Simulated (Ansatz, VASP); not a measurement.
Given: the input of a run of Ansatz 0.2.0 on Sn.

input.yaml

```yaml
crystal:
  lattice:
    - [-2.0426281431, 2.0426281431, 1.6717587207]
    - [2.0426281431, -2.0426281431, 1.6717587207]
    - [2.0426281431, 2.0426281431, -1.6717587207]
  atoms:
    - { symbol: Sn, position: [0.0, 0.0, 0.0] }
hamiltonian:
  xc: pbesol
  pseudopotentials: { kind: paw }
kpoints:
  mp_grid: { grid: [10, 10, 10] }
scf:
  occupations: { method: fermi_dirac, width: 0.05 }
output:
  forces: true
  stress: true
  eigenvalues: true
```

Potentials or basis: Ansatz PAW.

Run with:

```console
$ ansatz run input.yaml --threads 1 --pin off --max-ram 3584MiB --backend cpu --events-out ev --progress --plain --runs-dir out
```

Translate it to VASP 6.6.1. Potentials there: VASP PAW PBE potentials, release 64 (Sn_d).

As run (the cutoff follows the program's own potentials):

INCAR

```
SYSTEM = Sn
ALGO = Normal ; EDIFF = 1E-7
ENCUT = 520 ; GGA = PS
ISIF = 2 ; ISMEAR = -1
LASPH = .True. ; LCHARG = .False.
LREAL = .False. ; LWAVE = .False.
NBANDS = 13 ; NELM = 60
PREC = Accurate ; SIGMA = 0.05
```

Contents of KPOINTS:

```
k-points
0
Gamma
  10 10 10
  0 0 0
```

File POSCAR:

```
Sn
1.0
   -2.0426281431      2.0426281431      1.6717587207
    2.0426281431     -2.0426281431      1.6717587207
    2.0426281431      2.0426281431     -1.6717587207
Sn
1
Direct
    0.0000000000      0.0000000000      0.0000000000
```

Potentials or basis: VASP PAW PBE potentials, release 64 (Sn_d).

Launch:

```sh
$ cat potpaw_PBE.64/Sn_d/POTCAR > POTCAR
$ mpirun -np 1 vasp_std > vasp.out
```

Both were run:

|  | VASP | Ansatz | Ansatz less VASP |
| --- | --- | --- | --- |
| gap on the k mesh at the Fermi level (eV) | none | none | - |
| pressure (GPa) | -2.8 | -2.8 | +0.07 |
| largest component of the traceless stress (GPa) | 0.51 | 0.51 | +0.002 |

A gap of «none» marks a metal or a gap that the smearing closes.

Caveats: the PAW data sets were made with another functional, which shifts forces and pressure a little (VASP); the PAW data sets come from PBE, with cores solved anew for the run's functional, which leaves a small shift of forces and pressure (Ansatz).
